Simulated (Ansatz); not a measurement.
# MnS: equation of state with PBE+D3(BJ)

The system is MnS.

```xyz
2
Lattice="0.0000 2.6045 2.6045 2.6045 0.0000 2.6045 2.6045 2.6045 0.0000" Properties=species:S:1:pos:R:3 pbc="T T T"
Mn    0.0000    0.0000    0.0000
S     2.6045    2.6045    2.6045
```

* Program: Ansatz 0.2.0
* Task: equation of state
* Functional: PBE
* Dispersion: D3(BJ)
* Potentials or basis: Ansatz PAW
* Cutoff: 420 eV
* Density cutoff: 1680 eV
* k mesh: 9 × 9 × 9
* Occupations: fermi-dirac, width 0.05 eV
* Spin: collinear spin, ferromagnetic start
* Starting moments: [4.0, 0.0] μB

```yaml
Equilibrium_volume: "15.40 Å³/atom (rough: see the caveat)"
Bulk_modulus: 53 GPa (rough)
```

Energy against volume, from the lowest point:
```tsv
volume (Å³/atom)	energy (meV/atom)
16.607	0.00
16.961	9.63
17.314	21.28
17.667	34.98
18.021	50.61
18.374	67.96
18.727	86.93
```

All runs of the series together: 11 s on 2 threads of Arm Neoverse V2, with other jobs on the host.

Caveat: the fit is doubtful: noisy points or a state that changes with volume; the minimum lies outside the volumes run.
